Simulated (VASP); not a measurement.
# Ga2O3 (C2/m) in VASP: notebook, part 2 of 3

VASP 6.6.1. Earlier steps stand in the parts before.

### 4 Dielectric tensor, PBE

File INCAR:

```
ALGO = Normal
EDIFF = 1E-8
ENCUT = 250
GGA = PE
ISIF = 2
ISMEAR = 0
LASPH = T
LCHARG = F
LEPSILON = T
LREAL = F
LWAVE = F
NELM = 100
PREC = Accurate
SIGMA = 0.01
```

File KPOINTS:

```
k-points
0
Gamma
  3 3 2
```

File POSCAR:

```
Ga2O3
1.0
    6.1070000000     -1.5185500000      0.0000000000
    6.1070000000      1.5185500000      0.0000000000
   -1.3859888959      0.0000000000      5.6300087380
Ga O
4 6
Direct
    0.3413400000      0.3413400000      0.6859800000
    0.6586600000      0.6586600000      0.3140200000
    0.9095000000      0.9095000000      0.2054000000
    0.0905000000      0.0905000000      0.7946000000
    0.5041000000      0.5041000000      0.7434000000
    0.4959000000      0.4959000000      0.2566000000
    0.8267000000      0.8267000000      0.4368000000
    0.1733000000      0.1733000000      0.5632000000
    0.8355000000      0.8355000000      0.8902000000
    0.1645000000      0.1645000000      0.1098000000
```

Potentials or basis: VASP PAW PBE potentials, release 64 (Ga_d, O).

Launch:

```
cat potpaw_PBE.64/Ga_d/POTCAR potpaw_PBE.64/O/POTCAR > POTCAR
mpirun -np 1 vasp_std > vasp.out
```

OUTCAR:

```text
EDIFF = 1E-8
   ENCUT = 250
   GGA = PE
   ISIF = 2
   ISMEAR = 0
   LASPH = T
   LEPSILON = T
   LREAL = F
   NELM = 100
   PREC = Accurate

 Found      8 irreducible k-points:

 Following reciprocal coordinates:
            Coordinates               Weight
  0.000000  0.000000  0.000000      1.000000
  0.333333 -0.000000 -0.000000      4.000000
  0.333333  0.333333 -0.000000      2.000000
 -0.333333  0.333333  0.000000      2.000000
  0.000000  0.000000  0.500000      1.000000
  0.333333 -0.000000  0.500000      4.000000
   k-points           NKPTS =      8   k-points in BZ     NKDIM =      8   number of bands    NBANDS=     52
   number of dos      NEDOS =    301   number of ions     NIONS =     10
   total plane-waves  NPLWV =  30720
   dimension x,y,z NGX =    32 NGY =   32 NGZ =   30
   dimension x,y,z NGXF=    64 NGYF=   64 NGZF=   60
   ions per type =               4   6
   NGX,Y,Z   is equivalent  to a cutoff of   8.45,  8.45,  8.60 a.u.
   NGXF,Y,Z  is equivalent  to a cutoff of  16.91, 16.91, 17.20 a.u.
 SYSTEM =  unknown system
   PREC   = accura    normal or accurate (medium, high low for compatibility)
   ISTART =      0    job   : 0-new  1-cont  2-samecut
   ICHARG =      2    charge: 1-file 2-atom 10-const
   ISPIN  =      1    spin polarized calculation?
   LNONCOLLINEAR =      F non collinear calculations
   LSORBIT =      F    spin-orbit coupling
[... 463 lines left out ...]
     0.00041  0.00000  0.00031
     0.00000 -0.00011  0.00000
     0.00031  0.00000 -0.00043

 MACROSCOPIC STATIC DIELECTRIC TENSOR (including local field effects in DFT)
 ------------------------------------------------------
           4.382099     0.000000    -0.098038
           0.000000     4.650147     0.000000
          -0.098038     0.000000     4.655647
 ------------------------------------------------------

 PIEZOELECTRIC TENSOR (including local field effects)  for field in x, y, z        (e  Angst)
          XX          YY          ZZ          XY          YZ          ZX
  --------------------------------------------------------------------------------
  x     0.00000     0.00000     0.00000     0.00000     0.00000     0.00000
  y     0.00000     0.00000     0.00000     0.00000     0.00000     0.00000
  z     0.00000     0.00000     0.00000     0.00000     0.00000     0.00000

 PIEZOELECTRIC TENSOR (including local field effects)  for field in x, y, z        (C/m^2)
          XX          YY          ZZ          XY          YZ          ZX
  --------------------------------------------------------------------------------
  x     0.00000     0.00000     0.00000     0.00000     0.00000     0.00000
  y     0.00000     0.00000     0.00000     0.00000     0.00000     0.00000
  z     0.00000     0.00000     0.00000     0.00000     0.00000     0.00000

 BORN EFFECTIVE CHARGES (including local field effects) (in |e|, cummulative output)
 ---------------------------------------------------------------------------------
 ion    1
    1     3.15652     0.00000     0.32290
    2     0.00000     3.51515     0.00000
    3     0.16299     0.00000     3.11907
 ion    2
    1     3.15652     0.00000     0.32290
    2     0.00000     3.51515     0.00000
    3     0.16299     0.00000     3.11907
 ion    3
    1     2.71562     0.00000    -0.29915
    2     0.00000     2.96870     0.00000
    3    -0.17707     0.00000     3.06845
 ion    4
    1     2.71562     0.00000    -0.29915
    2     0.00000     2.96870     0.00000
    3    -0.17707     0.00000     3.06845
 ion    5
[... 8 lines left out ...]
    1    -2.19575     0.00000     0.24189
    2     0.00000    -1.93151     0.00000
    3     0.28790     0.00000    -2.32918
 ion    8
    1    -2.19575     0.00000     0.24189
    2     0.00000    -1.93151     0.00000
    3     0.28790     0.00000    -2.32918
 ion    9
    1    -1.38368     0.00000    -0.03181
    2     0.00000    -2.18385     0.00000
    3    -0.02466     0.00000    -2.56145
 ion   10
    1    -1.38368     0.00000    -0.03181
    2     0.00000    -2.18385     0.00000
    3    -0.02466     0.00000    -2.56145
```

stdout:

```text
POSCAR found type information on POSCAR GaO
 POSCAR found :  2 types and      10 ions
 scaLAPACK will be used
 LDA part: xc-table for (Slater+PW92), standard interpolation
 POSCAR, INCAR and KPOINTS ok, starting setup
 FFT: planning ... GRIDC
 FFT: planning ... GRID_SOFT
 FFT: planning ... GRID
 WAVECAR not read
 entering main loop
 Linear response reoptimize wavefunctions to high precision
 Linear response G [H, r] |phi>, progress :
  Direction:   1
 Linear response G [H, r] |phi>, progress :
  Direction:   2
 Linear response G [H, r] |phi>, progress :
  Direction:   3
 Linear response to external field (no local field effect), progress :
  Direction:   1
 dielectric tensor                  component  1 :     4.479     0.012    -0.095
 Linear response to external field (no local field effect), progress :
  Direction:   2
 dielectric tensor                  component  2 :     0.012     4.722    -0.005
 Linear response to external field (no local field effect), progress :
  Direction:   3
 dielectric tensor                  component  3 :    -0.095    -0.005     4.719
 Linear response to external field, progress :
  Direction:   1
 dielectric tensor                  component  1 :     4.382     0.013    -0.098
 Linear response to external field, progress :
  Direction:   2
 dielectric tensor                  component  2 :     0.012     4.650    -0.005
 Linear response to external field, progress :
  Direction:   3
 dielectric tensor                  component  3 :    -0.098    -0.005     4.656
 Born effective charges drift removed
```

Wall time 3.1 min (1 thread of Intel Xeon Platinum 8488C (Sapphire Rapids), shared host); peak memory 0.19 GiB.

The run converged, but a check on its numbers failed (symmetry, net force, bounds or a known fault of this set-up), so they aren't taken as properties of the crystal.

Caveat: the k mesh is coarse (spacing up to 0.71 Å⁻¹), so the values aren't converged; the cutoff lies under the usual one of these potentials, so the numbers hold a large basis-set error; an odd mesh through Γ misses points on the zone boundary, where band edges often lie.

### 5 Dielectric tensor, PBE

INCAR, as its differences from that of step 4:

```diff
@@ -2,3 +2,3 @@
 EDIFF = 1E-8
-ENCUT = 250
+ENCUT = 400
 GGA = PE
```

KPOINTS is that of step 4.

POSCAR is that of step 4.

Potentials or basis: VASP PAW PBE potentials, release 64 (Ga_d, O).

Launch:

```
cat potpaw_PBE.64/Ga_d/POTCAR potpaw_PBE.64/O/POTCAR > POTCAR
mpirun -np 1 vasp_std > vasp.out
```

OUTCAR:

```text
EDIFF = 1E-8
   ENCUT = 400
   GGA = PE
   ISIF = 2
   ISMEAR = 0
   LASPH = T
   LEPSILON = T
   LREAL = F
   NELM = 100
   PREC = Accurate

 Found      8 irreducible k-points:

 Following reciprocal coordinates:
            Coordinates               Weight
  0.000000  0.000000  0.000000      1.000000
  0.333333 -0.000000 -0.000000      4.000000
  0.333333  0.333333 -0.000000      2.000000
 -0.333333  0.333333  0.000000      2.000000
  0.000000  0.000000  0.500000      1.000000
  0.333333 -0.000000  0.500000      4.000000
   k-points           NKPTS =      8   k-points in BZ     NKDIM =      8   number of bands    NBANDS=     52
   number of dos      NEDOS =    301   number of ions     NIONS =     10
   total plane-waves  NPLWV =  70560
   dimension x,y,z NGX =    42 NGY =   42 NGZ =   40
   dimension x,y,z NGXF=    84 NGYF=   84 NGZF=   80
   ions per type =               4   6
   NGX,Y,Z   is equivalent  to a cutoff of  11.10, 11.10, 11.47 a.u.
   NGXF,Y,Z  is equivalent  to a cutoff of  22.19, 22.19, 22.94 a.u.
 SYSTEM =  unknown system
   PREC   = accura    normal or accurate (medium, high low for compatibility)
   ISTART =      0    job   : 0-new  1-cont  2-samecut
   ICHARG =      2    charge: 1-file 2-atom 10-const
   ISPIN  =      1    spin polarized calculation?
   LNONCOLLINEAR =      F non collinear calculations
   LSORBIT =      F    spin-orbit coupling
   LASPH  =      T    aspherical Exc in radial PAW
   ENCUT  =  400.0 eV  29.40 Ry    5.42 a.u.  10.26 10.26  9.46*2*pi/ulx,y,z
   NELM   =    100;   NELMIN=  2; NELMDL= -5     # of ELM steps
   EDIFF  = 0.1E-07   stopping-criterion for ELM
   LREAL  =      F    real-space projection
   EDIFFG = 0.1E-06   stopping-criterion for IOM
   NSW    =      0    number of steps for IOM
   IBRION =     -1    ionic relax: 0-MD 1-quasi-New 2-CG
   NFREE  =      0    steps in history (QN), initial steepest desc. (CG)
   ISIF   =      2    stress and relaxation
   ISYM   =      2    0-nonsym 1-usesym 2-fastsym
   POTIM  = 0.5000    time-step for ionic-motion
   TEBEG  =    0.0;   TEEND  =   0.0 temperature during run
   PSTRESS=    0.0 pullay stress
   NELECT =      88.0000    total number of electrons
   NUPDOWN=      -1.0000    fix difference up-down
[... 425 lines left out ...]

------------------------ aborting loop because EDIFF is reached ----------------------------------------

--------------------------------------- Ionic step        3  -------------------------------------------

 Free energy of the ion-electron system (eV)
  ---------------------------------------------------
  ---------------------------------------------------
  free energy    TOTEN  =        -1.13156704 eV

  energy without entropy =       -1.13156704

------------------------ aborting loop because EDIFF is reached ----------------------------------------

 PIEZOELECTRIC TENSOR FIELD DIRECTION 3  (e Angst)
 -----------------------------------------------------------------------------
     0.00220  0.00000  0.00323           (  0.00000  0.00000 -0.00002)
     0.00000 -0.00076  0.00000           (  0.00000 -0.00000  0.00000)
     0.00324  0.00000 -0.00233           ( -0.00002  0.00000 -0.00000)

 PIEZOELECTRIC TENSOR FIELD DIRECTION 3  (C/m^2)
 -----------------------------------------------------------------------------
     0.00034  0.00000  0.00050
     0.00000 -0.00012  0.00000
     0.00050  0.00000 -0.00036

 MACROSCOPIC STATIC DIELECTRIC TENSOR (including local field effects in DFT)
 ------------------------------------------------------
           4.279374     0.000000    -0.101367
           0.000000     4.621116     0.000000
          -0.101367     0.000000     4.670055
 ------------------------------------------------------

 PIEZOELECTRIC TENSOR (including local field effects)  for field in x, y, z        (e  Angst)
          XX          YY          ZZ          XY          YZ          ZX
  --------------------------------------------------------------------------------
  x     0.00000     0.00000     0.00000     0.00000     0.00000     0.00000
  y     0.00000     0.00000     0.00000     0.00000     0.00000     0.00000
  z     0.00000     0.00000     0.00000     0.00000     0.00000     0.00000

 PIEZOELECTRIC TENSOR (including local field effects)  for field in x, y, z        (C/m^2)
          XX          YY          ZZ          XY          YZ          ZX
  --------------------------------------------------------------------------------
  x     0.00000     0.00000     0.00000     0.00000     0.00000     0.00000
  y     0.00000     0.00000     0.00000     0.00000     0.00000     0.00000
  z     0.00000     0.00000     0.00000     0.00000     0.00000     0.00000

 BORN EFFECTIVE CHARGES (including local field effects) (in |e|, cummulative output)
 ---------------------------------------------------------------------------------
 ion    1
    1     3.21281     0.00000     0.31680
    2     0.00000     3.55795     0.00000
    3     0.15994     0.00000     3.18161
 ion    2
    1     3.21281     0.00000     0.31680
    2     0.00000     3.55795     0.00000
    3     0.15994     0.00000     3.18161
 ion    3
    1     2.75319     0.00000    -0.29449
    2     0.00000     3.00167     0.00000
    3    -0.17660     0.00000     3.10618
 ion    4
    1     2.75319     0.00000    -0.29449
    2     0.00000     3.00167     0.00000
    3    -0.17660     0.00000     3.10618
 ion    5
[... 8 lines left out ...]
    1    -2.23410     0.00000     0.22864
    2     0.00000    -1.97925     0.00000
    3     0.27224     0.00000    -2.36955
 ion    8
    1    -2.23410     0.00000     0.22864
    2     0.00000    -1.97925     0.00000
    3     0.27224     0.00000    -2.36955
 ion    9
    1    -1.44645     0.00000    -0.03021
    2     0.00000    -2.20472     0.00000
    3    -0.01619     0.00000    -2.57284
 ion   10
    1    -1.44645     0.00000    -0.03021
    2     0.00000    -2.20472     0.00000
    3    -0.01619     0.00000    -2.57284
```

stdout:

```text
POSCAR found type information on POSCAR GaO
 POSCAR found :  2 types and      10 ions
 scaLAPACK will be used
 LDA part: xc-table for (Slater+PW92), standard interpolation
 POSCAR, INCAR and KPOINTS ok, starting setup
 FFT: planning ... GRIDC
 FFT: planning ... GRID_SOFT
 FFT: planning ... GRID
 WAVECAR not read
 entering main loop
 Linear response reoptimize wavefunctions to high precision
 Linear response G [H, r] |phi>, progress :
  Direction:   1
 Linear response G [H, r] |phi>, progress :
  Direction:   2
 Linear response G [H, r] |phi>, progress :
  Direction:   3
 Linear response to external field (no local field effect), progress :
  Direction:   1
 dielectric tensor                  component  1 :     4.382     0.012    -0.098
 Linear response to external field (no local field effect), progress :
  Direction:   2
 dielectric tensor                  component  2 :     0.012     4.700    -0.004
 Linear response to external field (no local field effect), progress :
  Direction:   3
 dielectric tensor                  component  3 :    -0.098    -0.004     4.740
 Linear response to external field, progress :
  Direction:   1
 dielectric tensor                  component  1 :     4.279     0.013    -0.101
 Linear response to external field, progress :
  Direction:   2
 dielectric tensor                  component  2 :     0.012     4.621    -0.004
 Linear response to external field, progress :
  Direction:   3
 dielectric tensor                  component  3 :    -0.101    -0.004     4.670
 Born effective charges drift removed
```

It took 7.1 min on 1 thread of Intel Xeon Platinum 8488C (Sapphire Rapids), shared host; peak memory 0.3 GiB.

These settings aren't checked as converged: the numbers below hold their error.

What came out:

| Quantity | Value |
| --- | --- |
| Band gap on the k mesh | 2.44 eV, direct |
| Electronic dielectric tensor (diagonal) | 4.28, 4.62, 4.67 |
| Born charges (mean of the diagonal) | Ga +3.32, +2.95; O -2.00, -2.19, -2.07 e |

Caveat: the k mesh is coarse (spacing up to 0.71 Å⁻¹), so the values aren't converged.

(Continued in part 3 of 3.)
